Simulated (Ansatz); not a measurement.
Ge:

```
Ge
1.0
     0.00000    2.82891    2.82891
     2.82891    0.00000    2.82891
     2.82891    2.82891    0.00000
Ge
2
Direct
  0.75000 0.75000 0.75000
  0.50000 0.50000 0.50000
```

Below is the output of Ansatz 0.2.0 for this cell. Logs are shortened: lines on timing, memory, paths and dates and some standing lists are left out, and cuts for length are marked.

```text
Warning: RAYON_NUM_THREADS=2 ignored (pool sized by the plan → 2); use --threads N
scf.n_extra_bands = 6 over 14 filled bands (N_el = 28.0): the run solves 20 bands
Engine: ansatz 0.2.0, aarch64-unknown-linux-gnu
Pseudopotentials: kind: paw
Pseudopotential: Ge, paw, valence charge 14, recommended cutoff 500 eV (meta_gga), Ge.paw.azcp
Functional definition: r2SCAN
  parameter k0 = 0.174
  parameter k1 = 0.065
  parameter a1 = 4.9479
  exchange = r2scan_x(k0 = k0, k1 = k1, a1 = a1)
  correlation = r2scan_c
Crystal: 2 atoms, lattice volume = 45.278 Å³
Basis set: ecut = 500 eV, 1139 PW (Γ), exchange–correlation on 120×120×120 points (64 copies of the dense FFT grid, shifted against one another)
Bands: 20, of which v1, the nominal top of the filled ones, is band 14 counted from 1 (13 counted from 0)
Symmetry: 48 space group operations
Space group: Fd-3m (ITA 227), of the structure as read, at distance tolerance 3.6e-5 Å
k-points: 29 of 512
Non-local potential: Ge, projectors of the file, l = 0: 2, l = 1: 2, l = 2: 3, l = 3: 1
PAW form: soft (Blöchl's): semilocal exchange-correlation on the pseudo side does not see the compensation charge
PAW frozen core: Ge, regenerated for the run's functional (the file was generated under x = pbe(κ = 0.804, μ = 0.2195149727645171), c = pbe(β = 0.06672455060314922))
PAW one-centre angular grid: Ge, 590 points (default); XC on 160 Gauss nodes
Initial density: superposition of atomic densities (neutral atoms: chi_scale 0, normalization atom), corrected by the library's trained network
Initial wavefunctions: pseudopotential atomic-orbital guess
Functional: x = r2scan, c = r2scan; τ floored in thin density (d = 2e-4 eV/Å³)
SCF iter   1: F=—  HF=-8605.794715 eV  |F-HF|=—  |Δ(HF+E_count)|=         —  Δρ=6.52e-3  dr2=6.03e-3  dr2_τ=4.60e-3  ethr=1.77e-3  ⟨swp⟩=6.0  Hψ=2788  notcnv=0  defer=3
preconditioner: auto → none  [insulator: Δε(μ)=0.391 eV  Ē_g=26.286 eV  σ=0.050 eV  W_gap=0.96  n_scr=14 (ndim 8)  ℏωp=29.2 eV  f_vac=0.075  D(μ)=0.01/eV (n_scr^D=0)  ε∞_Penn≈2.2]
SCF iter   2: F=—  HF=-8605.804447 eV  |F-HF|=—  |Δ(HF+E_count)|=   9.73e-3  Δρ=1.41e-3  dr2=4.77e-4  dr2_τ=2.27e-5  ethr=2.15e-5  ⟨swp⟩=2.0  Hψ=1353  notcnv=0  defer=41
SCF iter   3: F=—  HF=-8605.804437 eV  |F-HF|=—  |Δ(HF+E_count)|=   9.98e-6  Δρ=1.01e-3  dr2=1.38e-4  dr2_τ=1.84e-6  ethr=1.70e-6  ⟨swp⟩=2.0  Hψ=877  notcnv=0  defer=41
SCF iter   4: F=—  HF=-8605.804491 eV  |F-HF|=—  |Δ(HF+E_count)|=   5.42e-5  Δρ=4.69e-5  dr2=6.99e-7  dr2_τ=1.89e-8  ethr=4.91e-7  ⟨swp⟩=2.4  Hψ=768  notcnv=0  defer=41
SCF iter   5: F=—  HF=-8605.804493 eV  |F-HF|=—  |Δ(HF+E_count)|=   2.15e-6  Δρ=6.82e-6  dr2=1.03e-8  dr2_τ=1.77e-10  ethr=2.50e-9  ⟨swp⟩=2.0  Hψ=945  notcnv=0  defer=41
SCF iter   6: F=-8605.804493 eV  HF=-8605.804493 eV  |F-HF|=7.64e-11  |Δ(HF+E_count)|=   1.09e-8  Δρ=4.77e-7  dr2=2.49e-11  dr2_τ=3.22e-12  ethr=3.69e-11  ⟨swp⟩=5.6  Hψ=2156  notcnv=0
SCF 1 converged in 6 iterations: F = -8605.804493 eV  dr2 = 2.49e-11
  greatest PAW one-centre occupation: 0.998 electrons in one spin orbital (limit 2), on the Ge atom at site 1 (counted from 0), in its partial waves of l = 2
NSCF: frozen V_eff on 142 k-points
SCF converged after 6 iterations
Free energy (F): -8605.804493 eV
Harris-Foulkes:  -8605.804493 eV  (|F-HF|=7.64e-11)
Internal energy: -8605.804401 eV  (E = F + TS)
E sigma→0 (E₀):  -8605.804447 eV
Entropy (-TS):   -0.000092 eV (-0.046 meV/atom)
Fermi energy:    8.594268 eV
--- Per-component energies (eV) ---
  E_band       = -317.643672
  E_kinetic    = 222.237071
  E_local      = -4944.197095  (includes V_loc(G=0)·N_el)
  E_nonlocal   = 840.135115
  E_hartree    = 2172.006448
  E_xc         = -138.312374
  E_vxc        = -135.960628  (∫ρ·V_xc dr)
  E_paw        = -4068.367366  (= ΣΔE_a)
  E_vpaw       = -651.499132  (= ΣTr[D̂ρ^β])
  E_aug_tail   = 0.000039  (compensation charges beyond the density's cutoff)
  E_vtau       = 7.627771  (kinetic-family band-sum trace: ∫τ·v_τ [+ j·A + Jᵃ·Aᵃ] dr)
  E_ewald      = -2687.134708
  E_core_change = -2.171532  (= ΣΔE_core)
  E_smearing   = -0.000092  (= −TS)
  E_closure    = -0.000000  (closes the sum)
  Σ components = -8605.804493   (vs F -8605.804493, Δ=0.00e0)
--- Forces (eV/Å), atoms counted from 1 ---
  atom   1  Ge    -0.00000000     0.00000000     0.00000000
  atom   2  Ge    -0.00000000    -0.00000000     0.00000000
  max |Σ_I F_I| component: 1.85e-17 eV/Å
--- Stress (GPa, compression-positive) ---
        0.609202      -0.000000       0.000000
       -0.000000       0.609202      -0.000000
        0.000000      -0.000000       0.609202
  P = ⅓ Tr σ = 0.6092 GPa (6.092 kbar)
--- Band table (eV; the first three rows and the last of 29) ---
  k-point 0: bands = ["-17.0367", "-17.0367", "-17.0367", "-16.9972", "-16.9972", "-16.7770", "-16.7770", "-16.7770", "-16.7580", "-16.7580", "-4.9196", "8.3797", "8.3797", "8.3797", "8.8236", "11.1056", "11.1056", "11.1056", "15.4577", "18.2868"]
  k-point 1: bands = ["-17.0452", "-17.0452", "-17.0341", "-16.9852", "-16.9852", "-16.7878", "-16.7878", "-16.7801", "-16.7492", "-16.7492", "-4.7198", "6.0476", "8.0280", "8.0280", "9.7127", "11.5774", "11.5774", "12.1753", "16.3742", "17.4232"]
  k-point 2: bands = ["-17.0558", "-17.0558", "-17.0277", "-16.9670", "-16.9670", "-16.8012", "-16.8012", "-16.7877", "-16.7394", "-16.7394", "-4.1399", "3.5514", "7.4507", "7.4507", "9.3378", "12.2495", "12.2495", "14.4897", "17.0259", "17.1816"]
  k-point 28: bands = ["-17.0867", "-17.0867", "-16.9374", "-16.9374", "-16.8836", "-16.8836", "-16.8497", "-16.8497", "-16.7052", "-16.7052", "-0.7279", "-0.7279", "4.3262", "4.3262", "13.0817", "13.0817", "13.4439", "13.4439", "20.0606", "20.0606"]
```

Q: Write the input and the command behind it.

A: Band structure with r2SCAN, no spin polarisation. The files as run (others can give the same):

input.yaml
```yaml
crystal:
  lattice:
    - [0.0, 2.82891, 2.82891]
    - [2.82891, 0.0, 2.82891]
    - [2.82891, 2.82891, 0.0]
  atoms:
    - { symbol: Ge, position: [0.75, 0.75, 0.75] }
    - { symbol: Ge, position: [0.5, 0.5, 0.5] }
hamiltonian:
  xc: r2scan
  pseudopotentials: { kind: paw }
kpoints:
  mp_grid: { grid: [8, 8, 8] }
  band_path:
    path:
      - [[0.0, 0.0, 0.0], [0.5, 0.0, 0.5], [0.5, 0.25, 0.75], [0.375, 0.375, 0.75], [0.0, 0.0, 0.0], [0.5, 0.5, 0.5], [0.625, 0.25, 0.625], [0.5, 0.25, 0.75], [0.5, 0.5, 0.5], [0.375, 0.375, 0.75]]
      - [[0.625, 0.25, 0.625], [0.5, 0.0, 0.5]]
    npoints: 14
scf:
  occupations: { method: fermi_dirac, width: 0.05 }
  n_extra_bands: 6
output:
  forces: true
  stress: true
  eigenvalues: true
  fatbands: false
```

Potentials or basis: Ansatz PAW.
Command:
```bash
$ ansatz run input.yaml --threads 2 --pin off --max-ram 5632MiB --backend cpu --events-out ev --progress --plain --runs-dir out
```

Caveat: the PAW data sets come from PBE, with cores solved anew for the run's functional, which leaves a small shift of forces and pressure.
